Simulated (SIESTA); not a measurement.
Runs of SIESTA 5.4.2 on TiPt3. It takes space group Pm-3m (No. 221, cubic). The conventional cell has a = 3.897 Å, b = 3.897 Å, c = 3.897 Å, α = 90.00°, β = 90.00°, γ = 90.00°. Pt (site symmetry 4/mmm) has 8 Pt at 2.76 Å and 4 Ti at 2.76 Å as nearest neighbours. Ti (site symmetry m-3m) is surrounded by 12 Pt at 2.76 Å. 

| task | level | potentials or basis | gap on the mesh (eV) | pressure (GPa) | V0 of scaled cells (Å³/atom) | B0 (GPa) |
| --- | --- | --- | --- | --- | --- | --- |
| equation of state | PBEsol | PseudoDojo 0.4 standard (PBEsol files), DZP (energy shift 0.003 Ry; two zetas on semicore shells) | - | - | (c) | 272 |
| equation of state | PBE | PseudoDojo 0.4 standard (PBE files), DZP (energy shift 0.003 Ry; two zetas on semicore shells) | - | - | 15.48 | 240 |
| band structure | PBE | PseudoDojo 0.4 standard (PBE files), DZP (energy shift 0.003 Ry; two zetas on semicore shells) | none | 12.1 | - | - |
| band structure | LDA | PseudoDojo 0.4 standard (LDA files), DZP (energy shift 0.003 Ry; two zetas on semicore shells) | none | (b) | - | - |
| equation of state | LDA | PseudoDojo 0.4 standard (LDA files), DZP (energy shift 0.003 Ry; two zetas on semicore shells) | - | - | 14.65 | 291 |
| band structure | PBEsol | PseudoDojo 0.4 standard (PBEsol files), DZP (energy shift 0.003 Ry; two zetas on semicore shells) | none | (a) | - | - |

Alike in all rows: no spin polarisation; cell as given; k mesh 7 × 7 × 7; smearing fermi-dirac 0.05 eV; grid cutoff 800 Ry; energy shift 0.003 Ry.

Problem. Estimate the missing entries.

Solution. (a) 2.4; (b) -2.9; (c) 14.93.

Caveats: short orbitals over semicore shells can move pressures by several GPa; the basis of atomic orbitals isn't converged, which shifts pressures, moduli and gaps.

A k mesh can miss the band edges, and the runs leave out spin-orbit coupling on Pt.

A gap of «none» marks a metal or a gap under the smearing width.

Not every run made on this cell is shown here.
